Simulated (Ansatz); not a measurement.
The system is CoO.

```
Co O
1.0
    -1.50800    1.50800    2.10725
     1.50800   -1.50800    2.10725
     1.50800    1.50800   -2.10725
Co O
1 1
Direct
  0.00000 0.00000 0.00000
  0.50000 0.50000 0.00000
```

* Program: Ansatz 0.2.0
* Task: single point
* Functional: PBE
* Potentials or basis: all-electron LAPW, scalar-relativistic
* Cutoff: 369 eV (chosen from the basis error)
* Basis error allowed: 0.001 eV/atom
* k mesh: 12 × 12 × 12
* Occupations: fermi-dirac, width 0.05 eV
* Spin: collinear spin, ferromagnetic start
* Starting moments: [2.0, 0.0] μB

On this cell: pressure 0.0 GPa; largest force under 0.003 eV/Å; net moment 2.91 μB per cell; site moments Co +2.58; O +0.31 μB; band gap on the k mesh none (metal or under the smearing width).

The same run follows on a disturbed copy (atoms moved at random, drawn with an rms of 0.05 Å):

```
Co O
1.0
    -1.50800    1.50800    2.10725
     1.50800   -1.50800    2.10725
     1.50800    1.50800   -2.10725
Co O
1 1
Direct
  0.99472 0.00494 0.01533
  0.51463 0.49959 0.00496
```

Q: What does the disturbed cell give?

A: The energy (extrapolated to zero smearing) moves by +2.3 meV/atom; pressure 0.5 GPa; largest force 0.132 eV/Å; net moment 2.92 μB per cell; site moments Co +2.57; O +0.32 μB; band gap on the k mesh none (metal or under the smearing width).

Forces in eV/Å, atoms in the order of the input:
```
Co  -0.062  0.031  0.112
O    0.062 -0.031 -0.112
```

Stress tensor (GPa, compression positive):
```
 0.28 -0.37  0.30
-0.37  0.48 -0.13
 0.30 -0.13  0.64
```

Caveats: a cell with one magnetic atom can't hold antiferromagnetic order, which such compounds often take; semilocal functionals often make such compounds metallic where correlation or magnetic order opens a gap, which also shifts bond lengths.
